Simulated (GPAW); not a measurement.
**PbS (Galena): RPA correlation energy with PBE**

The system is PbS (Galena).

```
Pb S
1.0
     0.00000    2.96575    2.96575
     2.96575    0.00000    2.96575
     2.96575    2.96575    0.00000
Pb S
1 1
Direct
  0.00000 0.00000 0.00000
  0.50000 0.50000 0.50000
```

```
Program             : GPAW 26.7.0
Task                : RPA correlation energy
Functional          : PBE
Potentials or basis : GPAW PAW data sets (gpaw-data 1.2.1)
Cutoff              : 450 eV
Basis               : pw
k mesh              : 3 × 3 × 3
Occupations         : fermi-dirac, width 0.05 eV
Spin                : no spin polarisation
Response ecut       : 200 eV
Kernel              : RPA
Over volumes        : no
N frequencies       : 8
Maxiter             : 80
Skip gamma          : no
Response ecuts      : [128.0, 160.0, 200] eV
```

The RPA total energy per cell is 115.534 eV.

It took 66 s on 1 thread of Arm Neoverse V2 (shared host), peak memory 0.34 GiB.

Caveat: the k mesh is coarse (spacing up to 0.61 Å⁻¹), so the values aren't converged; the long-wavelength limit can be off by a per cent or two. The run has no spin-orbit coupling, so splittings on Pb are missing.
